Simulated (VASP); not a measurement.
Wanted: the native input for a VASP 6.6.1 run.

```
Task                               : band structure
Functional                         : HSE06
Potentials or basis                : VASP PAW PBE potentials, release 64 (Zn, S)
Cutoff                             : 450 eV
k mesh                             : 8 × 8 × 8
Occupations                        : gaussian, width 0.02 eV
Spin                               : no spin polarisation
Grid for exact exchange (PRECFOCK) : Fast
Screening parameter                : 0.2 1/A
Further INCAR settings             : ALGO = Normal; EDIFF = 1e-06
```

ZnS:

```xyz
2
Lattice="0.0000 2.7239 2.7239 2.7239 0.0000 2.7239 2.7239 2.7239 0.0000" Properties=species:S:1:pos:R:3 pbc="T T T"
Zn    0.0000    0.0000    0.0000
S     4.0858    4.0858    4.0858
```

The cell is a database's computed one.

The input as run:

POSCAR

```
ZnS                                     
1.0
    0.0000000000      2.7238519034      2.7238519034
    2.7238519034      0.0000000000      2.7238519034
    2.7238519034      2.7238519034     -0.0000000000
  Zn              S             
     1     1
Direct
     0.0000000000000000    0.0000000000000000    0.0000000000000000
     0.7500000000000000    0.7500000000000000    0.7500000000000000
```

INCAR.step1

```
PREC = Accurate ; ENCUT = 450
EDIFF = 1E-5 ; ISMEAR = 0
SIGMA = 0.02 ; LREAL = False
LASPH = True ; NELM = 120
ALGO = Normal ; ISIF = 2
LWAVE = True ; LCHARG = False
KPAR = 2 ; GGA = PE
```

INCAR.step2

```
PREC = Accurate ; ENCUT = 450
EDIFF = 1E-6 ; ISMEAR = 0
SIGMA = 0.02 ; LREAL = False
LASPH = True ; NELM = 120
ALGO = Normal ; ISIF = 2
LWAVE = False ; LCHARG = False
GGA = PE ; LHFCALC = True
HFSCREEN = 0.2 ; PRECFOCK = Fast
KPAR = 2 ; ISTART = 1
```

KPOINTS

```
regular mesh
0
Gamma
  8 8 8
```

KPOINTS_OPT

```
path GXWKGLUWLK,UX
12
line-mode
reciprocal
 0.0000000000  0.0000000000  0.0000000000  G
 0.5000000000  0.0000000000  0.5000000000  X

 0.5000000000  0.0000000000  0.5000000000  X
 0.5000000000  0.2500000000  0.7500000000  W

 0.5000000000  0.2500000000  0.7500000000  W
 0.3750000000  0.3750000000  0.7500000000  K

 0.3750000000  0.3750000000  0.7500000000  K
 0.0000000000  0.0000000000  0.0000000000  G

 0.0000000000  0.0000000000  0.0000000000  G
 0.5000000000  0.5000000000  0.5000000000  L

 0.5000000000  0.5000000000  0.5000000000  L
 0.6250000000  0.2500000000  0.6250000000  U

 0.6250000000  0.2500000000  0.6250000000  U
 0.5000000000  0.2500000000  0.7500000000  W

 0.5000000000  0.2500000000  0.7500000000  W
 0.5000000000  0.5000000000  0.5000000000  L

 0.5000000000  0.5000000000  0.5000000000  L
 0.3750000000  0.3750000000  0.7500000000  K

 0.6250000000  0.2500000000  0.6250000000  U
 0.5000000000  0.0000000000  0.5000000000  X
```

Potentials or basis: VASP PAW PBE potentials, release 64 (Zn, S).

Launch:

```console
$ cat potpaw_PBE.64/Zn/POTCAR potpaw_PBE.64/S/POTCAR > POTCAR
$ cp INCAR.step1 INCAR
$ mpirun -np 2 vasp_std > vasp.out
$ cp INCAR.step2 INCAR
$ mpirun -np 2 vasp_std > vasp.out
```

Results of the run:

```json
{
 "Pressure": "-1.1 GPa",
 "Band gap on the k mesh": "3.23 eV, direct",
 "Band gap along the path": "3.23 eV, direct"
}
```

Caveat: the PAW data sets were made with another functional, which shifts forces and pressure a little.

Run time: 56 min on 2 MPI ranks on Intel(R) Xeon(R) Platinum 8488C (Sapphire Rapids), with other jobs on the host, peak memory 0.38 GiB a rank.
